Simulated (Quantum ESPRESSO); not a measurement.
# TiSi (Cmmm) in Quantum ESPRESSO: further runs

The runs below take TiSi through single point, equation of state, with r2SCAN.

Everything below comes from runs of Quantum ESPRESSO 7.5. Logs are shortened: lines on timing, memory, paths and dates and some standing lists are left out, and cuts for length are marked.

### 1 The crystal as given

The structure is orthorhombic, space group Cmmm (No. 65). The conventional cell has a = 3.632 Å, b = 4.235 Å, c = 3.804 Å, α = 90.00°, β = 90.00°, γ = 90.00°. Ti (site symmetry mmm) is surrounded by 8 Si at 2.63 to 2.85 Å and 4 Ti at 2.79 Å. Si (site symmetry mmm) is surrounded by 8 Ti at 2.63 to 2.85 Å and 4 Si at 2.79 Å.

The cell comes from a database or a generator and needn't be the stable form of this composition.

### 2 Single point, r2SCAN, 13.75 Å³/atom

Input file pw.in:

```
&CONTROL
  calculation = 'scf'
  prefix = 'pwscf'
  outdir = './tmp'
  pseudo_dir = './pseudo'
  tstress = .true.
  disk_io = 'nowf'
/
&SYSTEM
  ibrav = 0
  nat = 2
  ntyp = 2
  ecutwfc = 70
  nbnd = 14
  input_dft = 'r2scan'
  occupations = 'smearing'
  smearing = 'fd'
  degauss = 0.00367493
  nosym = .true.
  nr1 = 32
  nr2 = 32
  nr3 = 40
/
&ELECTRONS
  conv_thr = 1d-08
  electron_maxstep = 120
  mixing_beta = 0.5
/
ATOMIC_SPECIES
Ti    47.8670 Ti_ONCV_PBE-1.2.upf
Si    28.0850 Si_ONCV_PBE-1.2.upf
CELL_PARAMETERS angstrom
   1.7791027398   -2.0743950539    0.0000000000
   1.7791027398    2.0743950539    0.0000000000
   0.0000000000    0.0000000000    3.7262809049
ATOMIC_POSITIONS crystal
Ti     0.5000000000    0.5000000000    0.0000000000
Si     0.0000000000    0.0000000000    0.5000000000
K_POINTS automatic
8 8 6 0 0 0
```

Potentials or basis: SG15 PBE 1.2.

The run is started by

```
$ OMP_NUM_THREADS=1 mpirun -n 2 pw.x -nk 2 -in pw.in > pw.out
```

pw.out:

```text
This program is part of the open-source Quantum ESPRESSO suite
     for quantum simulation of materials; please cite
         "P. Giannozzi et al., J. Phys.:Condens. Matter 21 395502 (2009);
         "P. Giannozzi et al., J. Phys.:Condens. Matter 29 465901 (2017);
         "P. Giannozzi et al., J. Chem. Phys. 152 154105 (2020);
     in publications or presentations arising from this work. More details at

     IMPORTANT: XC functional enforced from input :
     Exchange-correlation= R2SCAN
                           (   0   0   0   0   0 497 498)
     Any further DFT definition will be discarded
     Please, verify this is what you really want

     K-points division:     npool     =       2
     Subspace diagonalization in iterative solution of the eigenvalue problem:
     a serial algorithm will be used

     G-vector sticks info
     --------------------
     sticks:   dense  smooth     PW     G-vecs:    dense   smooth      PW
     Sum         581     581    185                14697    14697    2613

     Using Slab Decomposition

     bravais-lattice index     =            0
     lattice parameter (alat)  =       5.1643  a.u.
     unit-cell volume          =     185.6071 (a.u.)^3
     number of atoms/cell      =            2
     number of atomic types    =            2
     number of electrons       =        16.00
     number of Kohn-Sham states=           14
     kinetic-energy cutoff     =      70.0000  Ry
     charge density cutoff     =     280.0000  Ry
     scf convergence threshold =      1.0E-08
     mixing beta               =       0.5000
     number of iterations used =            8  plain     mixing
     Exchange-correlation= R2SCAN
                           (   0   0   0   0   0 497 498)

     celldm(1)=   5.164287  celldm(2)=   0.000000  celldm(3)=   0.000000
     celldm(4)=   0.000000  celldm(5)=   0.000000  celldm(6)=   0.000000

     crystal axes: (cart. coord. in units of alat)
               a(1) = (   0.651013  -0.759067   0.000000 )
               a(2) = (   0.651013   0.759067   0.000000 )
               a(3) = (   0.000000   0.000000   1.363528 )

     reciprocal axes: (cart. coord. in units 2 pi/alat)
               b(1) = (  0.768034 -0.658704  0.000000 )
               b(2) = (  0.768034  0.658704 -0.000000 )
               b(3) = ( -0.000000  0.000000  0.733392 )

     PseudoPot. # 1 for Ti read from file:
     Ti_ONCV_PBE-1.2.upf
     Pseudo is Norm-conserving, Zval = 12.0
     Generated using ONCVPSP code by D. R. Hamann
     Using radial grid of  602 points,  6 beta functions with:
                l(1) =   0
                l(2) =   0
                l(3) =   1
                l(4) =   1
                l(5) =   2
                l(6) =   2

     PseudoPot. # 2 for Si read from file:
     Si_ONCV_PBE-1.2.upf
     Pseudo is Norm-conserving, Zval =  4.0
     Generated using ONCVPSP code by D. R. Hamann
     Using radial grid of  602 points,  4 beta functions with:
                l(1) =   0
                l(2) =   0
                l(3) =   1
                l(4) =   1

     atomic species   valence    mass     pseudopotential
     Ti               12.00    47.86700     Ti( 1.00)
     Si                4.00    28.08500     Si( 1.00)

     No symmetry found

   Cartesian axes

     site n.     atom                  positions (alat units)
         1        Ti     tau(   1) = (   0.6510128   0.0000000   0.0000000  )
         2        Si     tau(   2) = (   0.0000000   0.0000000   0.6817640  )

     number of k points=   196  Fermi-Dirac smearing, width (Ry)=  0.0037

     Number of k-points >= 100: set verbosity='high' to print them.

     Dense  grid:    14697 G-vectors     FFT dimensions: (  32,  32,  40)

     WARNING: libxc functional with ID  497 depends
      on external parameters: check the user_guide of
      QE if you need to modify them or to check their
      default values.

     WARNING: libxc functional with ID  498 depends
      on external parameters: check the user_guide of
      QE if you need to modify them or to check their
      default values.

     Initial potential from superposition of free atoms

     starting charge      15.8440, renormalised to      16.0000
     Starting wfcs are random

     Self-consistent Calculation

     iteration #  1     ecut=    70.00 Ry     beta= 0.50
     Davidson diagonalization with overlap
     ethr =  1.00E-02,  avg # of iterations =  9.8

     total energy              =    -123.29691430 Ry
     estimated scf accuracy    <      11.63963333 Ry

     iteration #  2     ecut=    70.00 Ry     beta= 0.50
     Davidson diagonalization with overlap
     ethr =  1.00E-02,  avg # of iterations =  1.0

     total energy              =    -123.33604897 Ry
     estimated scf accuracy    <       2.51981473 Ry

     iteration #  3     ecut=    70.00 Ry     beta= 0.50
     Davidson diagonalization with overlap
     ethr =  1.00E-02,  avg # of iterations =  1.0

     total energy              =    -123.33129590 Ry
     estimated scf accuracy    <       0.41699707 Ry

     iteration #  4     ecut=    70.00 Ry     beta= 0.50
     Davidson diagonalization with overlap
     ethr =  2.61E-03,  avg # of iterations =  1.1

     total energy              =    -123.35708898 Ry
     estimated scf accuracy    <       0.01958972 Ry

     iteration #  5     ecut=    70.00 Ry     beta= 0.50
     Davidson diagonalization with overlap
     ethr =  1.22E-04,  avg # of iterations =  2.0

     total energy              =    -123.35840863 Ry
     estimated scf accuracy    <       0.00065086 Ry

     iteration #  6     ecut=    70.00 Ry     beta= 0.50
     Davidson diagonalization with overlap
     ethr =  4.07E-06,  avg # of iterations =  4.5

     total energy              =    -123.35844039 Ry
     estimated scf accuracy    <       0.00003795 Ry

     iteration #  7     ecut=    70.00 Ry     beta= 0.50
     Davidson diagonalization with overlap
     ethr =  2.37E-07,  avg # of iterations =  1.8

     total energy              =    -123.35844310 Ry
     estimated scf accuracy    <       0.00000108 Ry

     iteration #  8     ecut=    70.00 Ry     beta= 0.50
     Davidson diagonalization with overlap
     ethr =  6.73E-09,  avg # of iterations =  2.6

     total energy              =    -123.35844332 Ry
     estimated scf accuracy    <       0.00000010 Ry

     iteration #  9     ecut=    70.00 Ry     beta= 0.50
     Davidson diagonalization with overlap
     ethr =  6.35E-10,  avg # of iterations =  2.2

     End of self-consistent calculation

     Number of k-points >= 100: set verbosity='high' to print the bands.

     the Fermi energy is    14.5331 ev

!    total energy              =    -123.35844333 Ry
     estimated scf accuracy    <          8.8E-09 Ry
     smearing contrib. (-TS)   =      -0.00073553 Ry
     internal energy E=F+TS    =    -123.35770780 Ry

     The total energy is F=E-TS. E is the sum of the following terms:
     one-electron contribution =     -42.54396766 Ry
     hartree contribution      =      28.13322283 Ry
     xc contribution           =     -16.99451397 Ry
     ewald contribution        =     -91.95244899 Ry

     convergence has been achieved in   9 iterations

     Computing stress (Cartesian axis) and pressure

          total   stress  (Ry/bohr**3)                   (kbar)     P=       85.79
   0.00067310   0.00000001  -0.00000000           99.02        0.00       -0.00
   0.00000001   0.00038107  -0.00000001            0.00       56.06       -0.00
  -0.00000000  -0.00000001   0.00069544           -0.00       -0.00      102.30

=------------------------------------------------------------------------------=
   JOB DONE.
=------------------------------------------------------------------------------=
```

Wall time 77 s (2 MPI ranks of Arm Neoverse V2, shared host); peak memory 0.18 GiB.

What came out:

```
Free energy            : -1678.3771 eV
Pressure               : 8.6 GPa
Band gap on the k mesh : none (metal or under the smearing width)
```

Caveat: the potentials were made for another functional, which shifts forces and pressure.

### 3 Single point, r2SCAN, 14.04 Å³/atom

pw.in, as its differences from that of step 2:

```diff
@@ -32,5 +32,5 @@
 CELL_PARAMETERS angstrom
-   1.7791027398   -2.0743950539    0.0000000000
-   1.7791027398    2.0743950539    0.0000000000
-   0.0000000000    0.0000000000    3.7262809049
+   1.7916320451   -2.0890039511    0.0000000000
+   1.7916320451    2.0890039511    0.0000000000
+   0.0000000000    0.0000000000    3.7525231843
 ATOMIC_POSITIONS crystal
```

Potentials or basis: SG15 PBE 1.2.

The run is started by

```
$ OMP_NUM_THREADS=1 mpirun -n 2 pw.x -nk 2 -in pw.in > pw.out
```

Wall time 76 s (2 MPI ranks of Arm Neoverse V2, shared host); peak memory 0.2 GiB.

It converged, with:

| Quantity | Value |
| --- | --- |
| Free energy | -1678.4020 eV |
| Pressure | 5.1 GPa |
| Band gap on the k mesh | none (metal or under the smearing width) |

Caveat: the potentials were made for another functional, which shifts forces and pressure.

### 4 Single point, r2SCAN, 14.34 Å³/atom

pw.in, as its differences from that of step 3:

```diff
@@ -32,5 +32,5 @@
 CELL_PARAMETERS angstrom
-   1.7916320451   -2.0890039511    0.0000000000
-   1.7916320451    2.0890039511    0.0000000000
-   0.0000000000    0.0000000000    3.7525231843
+   1.8039885186   -2.1034113302    0.0000000000
+   1.8039885186    2.1034113302    0.0000000000
+   0.0000000000    0.0000000000    3.7784034724
 ATOMIC_POSITIONS crystal
```

The run is started by

```
$ OMP_NUM_THREADS=1 mpirun -n 2 pw.x -nk 2 -in pw.in > pw.out
```

Run time: 76 s. Hardware: 2 MPI ranks of Arm Neoverse V2, shared host; peak memory 0.2 GiB.

Results (log left out):

| Quantity | Value |
| --- | --- |
| Free energy | -1678.4145 eV |
| Pressure | 1.8 GPa |
| Band gap on the k mesh | none (metal or under the smearing width) |

Caveat: the potentials were made for another functional, which shifts forces and pressure.

### 5 Single point, r2SCAN, 14.63 Å³/atom

pw.in, as its differences from that of step 4:

```diff
@@ -32,5 +32,5 @@
 CELL_PARAMETERS angstrom
-   1.8039885186   -2.1034113302    0.0000000000
-   1.8039885186    2.1034113302    0.0000000000
-   0.0000000000    0.0000000000    3.7784034724
+   1.8161780000   -2.1176240000    0.0000000000
+   1.8161780000    2.1176240000    0.0000000000
+   0.0000000000    0.0000000000    3.8039340000
 ATOMIC_POSITIONS crystal
```

The run is started by

```
$ OMP_NUM_THREADS=1 mpirun -n 2 pw.x -nk 2 -in pw.in > pw.out
```

Run time: 82 s. Hardware: 2 MPI ranks of Arm Neoverse V2, shared host; peak memory 0.2 GiB.

Results (log left out):

```
Free energy            : -1678.4159 eV
Pressure               : -1.1 GPa
Band gap on the k mesh : none (metal or under the smearing width)
```

Caveat: the potentials were made for another functional, which shifts forces and pressure.

### 6 Single point, r2SCAN, 14.92 Å³/atom

pw.in, as its differences from that of step 5:

```diff
@@ -32,5 +32,5 @@
 CELL_PARAMETERS angstrom
-   1.8161780000   -2.1176240000    0.0000000000
-   1.8161780000    2.1176240000    0.0000000000
-   0.0000000000    0.0000000000    3.8039340000
+   1.8282060194   -2.1316484087    0.0000000000
+   1.8282060194    2.1316484087    0.0000000000
+   0.0000000000    0.0000000000    3.8291263501
 ATOMIC_POSITIONS crystal
```

Potentials or basis: SG15 PBE 1.2.

The run is started by

```
$ OMP_NUM_THREADS=1 mpirun -n 2 pw.x -nk 2 -in pw.in > pw.out
```

Wall time 82 s (2 MPI ranks of Arm Neoverse V2, shared host); peak memory 0.2 GiB.

The run converged. Its results:

```yaml
Free_energy: -1678.4072 eV
Pressure: -3.7 GPa
Band_gap_on_the_k_mesh: none (metal or under the smearing width)
```

Caveat: the potentials were made for another functional, which shifts forces and pressure.

### 7 Single point, r2SCAN, 15.22 Å³/atom

pw.in, as its differences from that of step 6:

```diff
@@ -32,5 +32,5 @@
 CELL_PARAMETERS angstrom
-   1.8282060194   -2.1316484087    0.0000000000
-   1.8282060194    2.1316484087    0.0000000000
-   0.0000000000    0.0000000000    3.8291263501
+   1.8400778197   -2.1454906694    0.0000000000
+   1.8400778197    2.1454906694    0.0000000000
+   0.0000000000    0.0000000000    3.8539915036
 ATOMIC_POSITIONS crystal
```

The run is started by

```
$ OMP_NUM_THREADS=1 mpirun -n 2 pw.x -nk 2 -in pw.in > pw.out
```

Wall time 82 s (2 MPI ranks of Arm Neoverse V2, shared host); peak memory 0.2 GiB.

Results (log left out):

```yaml
Free_energy: -1678.3893 eV
Pressure: -6.1 GPa
Band_gap_on_the_k_mesh: none (metal or under the smearing width)
```

Caveat: the potentials were made for another functional, which shifts forces and pressure.

### 8 Single point, r2SCAN, 15.51 Å³/atom

pw.in, as its differences from that of step 7:

```diff
@@ -32,5 +32,5 @@
 CELL_PARAMETERS angstrom
-   1.8400778197   -2.1454906694    0.0000000000
-   1.8400778197    2.1454906694    0.0000000000
-   0.0000000000    0.0000000000    3.8539915036
+   1.8517983766   -2.1591565835    0.0000000000
+   1.8517983766    2.1591565835    0.0000000000
+   0.0000000000    0.0000000000    3.8785398820
 ATOMIC_POSITIONS crystal
```

The run is started by

```
$ OMP_NUM_THREADS=1 mpirun -n 2 pw.x -nk 2 -in pw.in > pw.out
```

It took 86 s on 2 MPI ranks of Arm Neoverse V2, shared host; peak memory 0.2 GiB.

The run converged. Its results:

```yaml
Free_energy: -1678.3631 eV
Pressure: -8.2 GPa
Band_gap_on_the_k_mesh: none (metal or under the smearing width)
```

Caveat: the potentials were made for another functional, which shifts forces and pressure.

### 9 Equation of state, r2SCAN

Potentials or basis: SG15 PBE 1.2.

This step only gathers the single runs of the series.

What came out:

* Equilibrium volume: 14.52 Å³/atom
* Bulk modulus at fixed shape and positions: 142 GPa
* Pressure derivative of the bulk modulus: 3.9

Energy against volume, from the lowest point:
```csv
volume (Å³/atom),energy (meV/atom)
13.752,19.41
14.045,6.98
14.337,0.70
14.630,0.00
14.922,4.37
15.215,13.33
15.508,26.44
```

Caveat: the potentials were made for another functional, which shifts forces and pressure; the cell was scaled at fixed shape and fractional positions, which overstates the stiffness of a crystal with free parameters, most of all of layers and chains.
